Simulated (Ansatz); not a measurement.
# Candidate structures of As

These are results of DFT, PBE, all-electron LAPW, scalar-relativistic in Ansatz 0.2.0, not measurements.

Each cell is taken as listed (from a database or a relaxation; residual pressures are under 0.6 GPa and forces under 0.08 eV/Å), on meshes of about 0.2 Å⁻¹ spacing; energies are extrapolated to zero smearing, with no zero-point or thermal terms. Other structures, the observed one among them, may be missing from this set and lie lower. No run is spin-polarised.

**Question.** Order the structures by energy per atom, lowest first, and give the differences.
A.
```cif
data_structure
_symmetry_space_group_name_H-M 'Pm-3m'
_symmetry_Int_Tables_number 221
_cell_length_a 2.7293
_cell_length_b 2.7293
_cell_length_c 2.7293
_cell_angle_alpha 90.000
_cell_angle_beta 90.000
_cell_angle_gamma 90.000
_cell_volume 20.33
loop_
_atom_site_label
_atom_site_type_symbol
_atom_site_symmetry_multiplicity
_atom_site_Wyckoff_symbol
_atom_site_fract_x
_atom_site_fract_y
_atom_site_fract_z
_atom_site_occupancy
As1 As 1 a 0.00000 0.00000 0.00000 1
```
(sc type, relaxed by us; 13×13×13 mesh on the primitive cell, smearing 0.03 eV, P = 0.0 GPa)
B.
Space group Im-3m (No. 229). a = 3.368 Å, b = 3.368 Å, c = 3.368 Å, α = 90.00°, β = 90.00°, γ = 90.00°
```json
{"atom": "As", "site": "2a", "symmetry": "m-3m", "x": "0.0000", "y": "0.0000", "z": "0.0000"}
```
(bcc type, relaxed by us; 16×16×16 mesh on the primitive cell, smearing 0.05 eV, P = 0.0 GPa)

**Answer.** A (0 meV/atom), B (343 meV/atom).
